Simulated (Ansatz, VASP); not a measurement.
## Se in VASP and in Ansatz

File INCAR:

```
ALGO = Normal
EDIFF = 1E-7
ENCUT = 520
ISIF = 2
ISMEAR = 0
LASPH = T
LCHARG = T
LELF = T
LREAL = F
LVHAR = T
LWAVE = F
NBANDS = 16
NELM = 80
PREC = Accurate
SIGMA = 0.1
```

Contents of KPOINTS:

```
k-points
0
Gamma
  9 9 6
```

POSCAR

```
Se
1.0
    3.9534579885      0.0000000000      0.0000000000
   -1.9767289943      3.4237950508      0.0000000000
    0.0000000000      0.0000000000      5.1205317866
Se
3
Direct
    0.2543546533      1.0000000000      0.3333333333
    1.0000000000      0.2543546533      0.6666666667
    0.7456453467      0.7456453467      1.0000000000
```

Input for Ansatz:

```yaml
crystal:
  lattice:
    - [3.9534579885, 0.0, 0.0]
    - [-1.9767289943, 3.4237950508, 0.0]
    - [0.0, 0.0, 5.1205317866]
  atoms:
    - { symbol: Se, position: [0.2543546533, 1.0, 0.3333333333] }
    - { symbol: Se, position: [1.0, 0.2543546533, 0.6666666667] }
    - { symbol: Se, position: [0.7456453467, 0.7456453467, 1.0] }
hamiltonian:
  xc: lda
  pseudopotentials:
    kind: paw
    azcp:
      Se: "pseudopotentials/Se.paw.azcp"
basis:
  ecutwfc: 420
  fft_grid_basis: typed
kpoints:
  mp_grid: { grid: [9, 9, 6], shift: [0, 0, 0] }
magnetization:
  spin_polarized: false
scf:
  occupations: { method: gaussian, width: 0.1 }
  lower_state_search: "off"
output:
  stress: true
```

Alike in both runs: task single point; functional LDA; k mesh 9 × 9 × 6; occupations gaussian, width 0.1 eV; no spin polarisation.

|  | VASP | Ansatz |
| --- | --- | --- |
| version | VASP 6.6.1 | Ansatz 0.2.0 |
| potentials or method | VASP PAW LDA potentials, release 64 (Se) | plane waves (420 eV) with PAW, scalar-relativistic |
| plane-wave cutoff (eV) | 520 | 420 |
| valence electrons in the cell | 18 | 48 |

VASP gave:

| Property | Result |
| --- | --- |
| pressure (GPa) | 0.2 |
| largest component of the traceless stress (GPa) | 0.08 |

Estimate Ansatz's values.

pressure (GPa): 0.0; largest component of the traceless stress (GPa): 0.01.

The two sets of potentials don't hold the same shells in valence. Ansatz warned: «pseudo_functional_mismatch».
